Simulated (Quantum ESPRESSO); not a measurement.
# C (P6_3/mmc) in Quantum ESPRESSO: relaxation of cell and atoms with RPBE+D4

Aim: the relaxation of cell and atoms of C with RPBE+D4.

The COD entry that gives the cell may itself be a prediction, so a difference from it is no test against experiment.

Everything below comes from runs of Quantum ESPRESSO 7.5. Logs are shortened: lines on timing, memory, paths and dates and some standing lists are left out, and cuts for length are marked.

### Step 1. Starting point

The structure is hexagonal, space group P6_3/mmc (No. 194). The conventional cell has a = 2.522 Å, b = 2.522 Å, c = 8.237 Å, α = 90.00°, β = 90.00°, γ = 120.00°. C (site symmetry 3m) is surrounded by 4 C at 1.54 Å. Around C (site symmetry 3m) lie 4 C at 1.54 Å.

This is a hexagonal form of diamond, not graphite.

### Step 2. Relaxation of cell and atoms, RPBE+D4

The input, run.py:

```python
import numpy as np
from ase.calculators.espresso import Espresso, EspressoProfile
from ase.io import read

atoms = read('C.cif')

input_data = {
    'control': {'calculation': 'scf', 'prefix': 'pwscf', 'outdir': './tmp', 'tprnfor': True, 'tstress': True, 'disk_io': 'low'},
    'system': {'ecutwfc': 82.0, 'nbnd': 24, 'input_dft': 'rpbe', 'occupations': 'smearing', 'smearing': 'fd', 'degauss': 0.00367493},
    'electrons': {'conv_thr': 1.6e-09, 'electron_maxstep': 120, 'mixing_beta': 0.5},
}
pseudopotentials = {'C': 'C.upf'}
profile = EspressoProfile(command='pw.x', pseudo_dir='pseudo')
dft = Espresso(profile=profile, input_data=input_data, pseudopotentials=pseudopotentials, kpts=(12, 12, 4), koffset=(0, 0, 0))
from ase.calculators.mixing import SumCalculator
from dftd4.ase import DFTD4
d4 = DFTD4(method='rpbe')
atoms.calc = SumCalculator([dft, d4])

from ase.optimize import BFGS
from ase.filters import FrechetCellFilter
done = BFGS(FrechetCellFilter(atoms), trajectory='opt.traj').run(fmax=0.02, steps=30)
print('converged', done)
print('cell (A)', np.round(atoms.cell.cellpar(), 5))
print(f'energy {atoms.get_potential_energy():.8f} eV')
print('forces (eV/A)')
print(np.round(atoms.get_forces(), 6))
print('stress (eV/A^3, Voigt)')
print(np.round(atoms.get_stress(), 8))
print(f'Fermi level {dft.get_fermi_level():.4f} eV')
print(f'D4 part {d4.get_potential_energy(atoms):.8f} eV')
atoms.write('final.traj')
```

The input, C.cif:

```cif
data_C
_cell_length_a 2.52210000
_cell_length_b 2.52210000
_cell_length_c 8.23710000
_cell_angle_alpha 90.00000000
_cell_angle_beta 90.00000000
_cell_angle_gamma 120.00000000
_space_group_name_H-M_alt 'P1'
_space_group_name_Hall 'P 1'
_space_group_IT_number 1
loop_
_space_group_symop_operation_xyz
'x,y,z'
loop_
_atom_site_label
_atom_site_type_symbol
_atom_site_symmetry_multiplicity
_atom_site_Wyckoff_symbol
_atom_site_fract_x
_atom_site_fract_y
_atom_site_fract_z
_atom_site_occupancy
C1 C 1 a 0.6666666667 0.3333333333 0.8437500000 1
C2 C 1 a 0.3333333333 0.6666666667 0.3437500000 1
C3 C 1 a 0.6666666667 0.3333333333 0.6562500000 1
C4 C 1 a 0.3333333333 0.6666666667 0.1562500000 1
C5 C 1 a 0.0000000000 0.0000000000 0.9062500000 1
C6 C 1 a 0.0000000000 0.0000000000 0.4062500000 1
C7 C 1 a 0.0000000000 0.0000000000 0.5937500000 1
C8 C 1 a 0.0000000000 0.0000000000 0.0937500000 1
```

Potentials or basis: PseudoDojo 0.4.1 SR PBE standard.

On the command line:

```bash
$ OMP_NUM_THREADS=1 python run.py
```

The log of the run:

```text
Step          Energy          fmax
BFGS:    0    -1314.960351        0.487914
BFGS:    1    -1314.974338        0.446684
BFGS:    2    -1314.985753        0.357568
BFGS:    3    -1314.995349        0.241498
BFGS:    4    -1315.005885        0.203160
BFGS:    5    -1315.008784        0.073420
BFGS:    6    -1315.009154        0.011436
converged True
cell (A) [  2.49502   2.49502   8.22757  90.       90.      120.     ]
energy -1315.00915384 eV
forces (eV/A)
[[-0.        0.       -0.006323]
 [ 0.       -0.       -0.006323]
 [-0.        0.        0.006323]
 [ 0.       -0.        0.006323]
 [-0.        0.       -0.007042]
 [ 0.       -0.       -0.007042]
 [-0.        0.        0.007042]
 [ 0.       -0.        0.007042]]
stress (eV/A^3, Voigt)
[-0.00089169 -0.00089169 -0.00206255 -0.          0.          0.        ]
Fermi level 16.1339 eV
D4 part -4.34138993 eV
```

espresso.pwi:

```text
&CONTROL
   calculation      = 'scf'
   tstress          = .true.
   tprnfor          = .true.
   outdir           = './tmp'
   prefix           = 'pwscf'
   disk_io          = 'low'
   pseudo_dir       = 'pseudo'
/
&SYSTEM
   nbnd             = 24
   ecutwfc          = 82.0
   occupations      = 'smearing'
   degauss          = 0.00367493
   smearing         = 'fd'
   input_dft        = 'rpbe'
   ntyp             = 1
   nat              = 8
   ibrav            = 0
/
&ELECTRONS
   electron_maxstep = 120
   conv_thr         = 1.6e-09
   mixing_beta      = 0.5
/
&IONS
/
&CELL
/
&FCP
/
&RISM
/
ATOMIC_SPECIES
C 12.011 C.upf

K_POINTS automatic
12 12 4  0 0 0

CELL_PARAMETERS angstrom
2.49501991928868 -0.00000000000672 -0.00000000000000
-1.24750995965016 2.16075063304886 0.00000000000000
-0.00000000000000 -0.00000000000000 8.22756712952066

ATOMIC_POSITIONS angstrom
C 1.2475099598 0.7202502109 6.9476126023  
C -0.0000000001 1.4405004221 2.8338290375  
C 1.2475099598 0.7202502109 5.3937380920  
C -0.0000000001 1.4405004221 1.2799545273  
C -0.0000000000 0.0000000000 7.4628635853  
C 0.0000000000 -0.0000000000 3.3490800205  
C -0.0000000000 0.0000000000 4.8784871090  
C 0.0000000000 -0.0000000000 0.7647035442
```

espresso.pwo:

```text
This program is part of the open-source Quantum ESPRESSO suite
     for quantum simulation of materials; please cite
         "P. Giannozzi et al., J. Phys.:Condens. Matter 21 395502 (2009);
         "P. Giannozzi et al., J. Phys.:Condens. Matter 29 465901 (2017);
         "P. Giannozzi et al., J. Chem. Phys. 152 154105 (2020);
     in publications or presentations arising from this work. More details at

Warning: card &CELL ignored
Warning: card &FCP ignored
Warning: card &RISM ignored

     IMPORTANT: XC functional enforced from input :
     Exchange-correlation= RPBE
                           (   1   4  44   4   0   0   0)
     Any further DFT definition will be discarded
     Please, verify this is what you really want

     Message from routine setup:
     using ibrav=0 with symmetry is DISCOURAGED, use correct ibrav instead

     G-vector sticks info
     --------------------
     sticks:   dense  smooth     PW     G-vecs:    dense   smooth      PW
     Sum         499     499    151                30059    30059    5023

     Using Slab Decomposition

     bravais-lattice index     =            0
     lattice parameter (alat)  =       4.7149  a.u.
     unit-cell volume          =     299.3276 (a.u.)^3
     number of atoms/cell      =            8
     number of atomic types    =            1
     number of electrons       =        32.00
     number of Kohn-Sham states=           24
     kinetic-energy cutoff     =      82.0000  Ry
     charge density cutoff     =     328.0000  Ry
     scf convergence threshold =      1.6E-09
     mixing beta               =       0.5000
     number of iterations used =            8  plain     mixing
     Exchange-correlation= RPBE
                           (   1   4  44   4   0   0   0)

     celldm(1)=   4.714904  celldm(2)=   0.000000  celldm(3)=   0.000000
     celldm(4)=   0.000000  celldm(5)=   0.000000  celldm(6)=   0.000000

[... 105 lines left out ...]

     iteration #  1     ecut=    82.00 Ry     beta= 0.50
     Davidson diagonalization with overlap
     ethr =  1.00E-02,  avg # of iterations =  3.1

     total energy              =     -96.33653073 Ry
     estimated scf accuracy    <       0.47005078 Ry
[... 63 lines left out ...]
     iteration # 10     ecut=    82.00 Ry     beta= 0.50
     Davidson diagonalization with overlap
     ethr =  8.57E-12,  avg # of iterations =  4.1

     End of self-consistent calculation

          k = 0.0000 0.0000 0.0000 (  3789 PWs)   bands (ev):

    -7.9908  -6.3242  -6.2208  -2.2076   0.1696   6.9682   7.0585  10.9101
    10.9101  12.0343  12.0343  12.1465  12.1465  13.6809  13.9220  13.9220
    19.3218  19.3218  19.5144  21.1862  21.1862  21.8089  22.0045  22.0045
[... 99 lines left out ...]
    -3.3820  -3.3820  -0.4552  -0.4552   1.2746   1.2746   3.7481   3.7481
     6.4184   6.4184   7.9386   7.9386   9.5958   9.5958  10.3238  10.3238
    19.0304  19.0304  21.2060  21.2060  21.8804  21.8804  23.7489  23.7489

          k =-0.0000-0.5774 0.0000 (  3762 PWs)   bands (ev):

    -2.4959  -1.8034  -1.0705   0.1899   0.2779   0.5090   3.1926   3.6696
     5.2457   6.7040   7.4015   8.7778   8.8710   9.1404  10.1503  10.8855
    18.7333  19.7312  20.1118  20.1500  20.8455  22.4854  22.6636  25.3396

          k =-0.0000-0.5774 0.0758 (  3764 PWs)   bands (ev):

    -2.4150  -1.9208  -1.0640  -0.3568   0.6671   1.2216   2.5667   3.1795
     5.9188   7.0444   7.4970   8.2303   8.9279   9.5032   9.8117  10.6866
    18.8141  19.5174  20.2026  20.8709  21.1439  22.4032  22.8472  24.1659

          k =-0.0000-0.5774-0.1516 (  3748 PWs)   bands (ev):

    -2.1919  -2.1919  -0.8337  -0.8337   1.5093   1.5093   2.2401   2.2401
     6.9091   6.9091   7.7786   7.7786   9.0953   9.0953  10.1708  10.1708
    19.0736  19.0736  21.1291  21.1291  21.7013  21.7013  23.8348  23.8376

          k = 0.0833 0.1443 0.0000 (  3745 PWs)   bands (ev):
[... 211 lines left out ...]
    -0.4766  -0.4766  -0.2535  -0.2535   2.0096   2.0096   2.7786   2.7786
     4.3905   4.3905   5.1886   5.1886   8.3763   8.3763   8.7114   8.7114
    19.2181  19.2181  23.9645  23.9645  24.9263  24.9263  25.8931  25.8932

     the Fermi energy is    16.1339 ev

!    total energy              =     -96.33231227 Ry
     estimated scf accuracy    <          3.5E-10 Ry
     smearing contrib. (-TS)   =       0.00000000 Ry
     internal energy E=F+TS    =     -96.33231227 Ry

     The total energy is F=E-TS. E is the sum of the following terms:
     one-electron contribution =      33.85411819 Ry
     hartree contribution      =       7.75387687 Ry
     xc contribution           =     -34.94041387 Ry
     ewald contribution        =    -102.99989346 Ry

     convergence has been achieved in  10 iterations

     Forces acting on atoms (cartesian axes, Ry/au):

     atom    1 type  1   force =     0.00000000    0.00000000   -0.00021141
     atom    2 type  1   force =    -0.00000000    0.00000000   -0.00021141
     atom    3 type  1   force =    -0.00000000    0.00000000    0.00021141
     atom    4 type  1   force =    -0.00000000   -0.00000000    0.00021141
     atom    5 type  1   force =    -0.00000000   -0.00000000   -0.00051104
     atom    6 type  1   force =    -0.00000000   -0.00000000   -0.00051104
     atom    7 type  1   force =    -0.00000000    0.00000000    0.00051104
     atom    8 type  1   force =     0.00000000    0.00000000    0.00051104

     Total force =     0.001106     Total SCF correction =     0.000006

     Computing stress (Cartesian axis) and pressure

          total   stress  (Ry/bohr**3)                   (kbar)     P=      147.72
   0.00100253   0.00000000   0.00000000          147.48        0.00        0.00
   0.00000000   0.00100253   0.00000000            0.00      147.48        0.00
   0.00000000   0.00000000   0.00100756            0.00        0.00      148.22

=------------------------------------------------------------------------------=
   JOB DONE.
=------------------------------------------------------------------------------=
```

It took 8 min on 1 thread of AMD EPYC 7B13 (Zen 3), shared host; peak memory 0.13 GiB.

Results:

* Free energy: -1315.0093 eV
* Relaxed volume: 5.54 Å³/atom
* Relaxed cell: a = 2.495 Å, b = 2.495 Å, c = 8.228 Å, α = 90.00°, β = 90.00°, γ = 120.00°
* Space group after relaxing (to 0.05 Å): P6_3/mmc (No. 194)
* Energy gained by relaxing: 6.1 meV/atom
* Ionic steps: 7
* Pressure after relaxing: 0.2 GPa
* Largest force after relaxing: 0.007 eV/Å
* Band gap on the k mesh: 4.74 eV, indirect (least direct gap 5.40 eV)
* Dispersion energy per atom: -0.543 eV

Forces on the atoms (eV/Å):
```
C    0.000  0.000 -0.006
C    0.000  0.000 -0.006
C    0.000  0.000  0.006
C    0.000  0.000  0.006
C    0.000  0.000 -0.007
C    0.000  0.000 -0.007
C    0.000  0.000  0.007
C    0.000  0.000  0.007
```

The path:
```csv
step,energy change (eV),largest force (eV/Å),pressure (GPa),volume (Å³)
1,0.0000,0.3340,-9.67,45.38
2,-0.0140,0.0884,-8.93,45.29
3,-0.0254,0.1434,-7.17,45.11
4,-0.0350,0.2273,-4.82,44.87
5,-0.0455,0.2034,-1.09,44.49
6,-0.0484,0.0735,0.26,44.35
7,-0.0488,0.0070,0.21,44.36
```

Final structure:
```
CELL_PARAMETERS angstrom
2.49502 0.00000 0.00000
-1.24751 2.16075 0.00000
0.00000 0.00000 8.22757
ATOMIC_POSITIONS crystal
C 0.66667 0.33333 0.84443
C 0.33333 0.66667 0.34443
C 0.66667 0.33333 0.65557
C 0.33333 0.66667 0.15557
C 0.00000 0.00000 0.90706
C 0.00000 0.00000 0.40706
C 0.00000 0.00000 0.59294
C 0.00000 0.00000 0.09294
```

Levels at points of the mesh, in eV from the valence-band top:
| k point | band 13 | band 14 | band 15 | band 16 | band 17 | band 18 | band 19 | band 20 |
| --- | --- | --- | --- | --- | --- | --- | --- | --- |
| (0.00, 0.00, 0.00) | -1.78 | -0.24 | 0.00 | 0.00 | 5.40 | 5.40 | 5.59 | 7.26 |
| (0.00, 0.00, -0.50) | -0.67 | -0.67 | -0.67 | -0.67 | 6.19 | 6.19 | 6.19 | 6.19 |
| (0.00, -0.50, 0.00) | -5.05 | -4.78 | -3.77 | -3.04 | 4.81 | 5.81 | 6.19 | 6.23 |
| (0.00, -0.50, -0.50) | -4.83 | -4.83 | -3.75 | -3.75 | 5.15 | 5.15 | 7.21 | 7.21 |

Caveat: the potentials were made for another functional, which shifts forces and pressure. RPBE gaps usually lie below the measured ones, often by a third to a half.
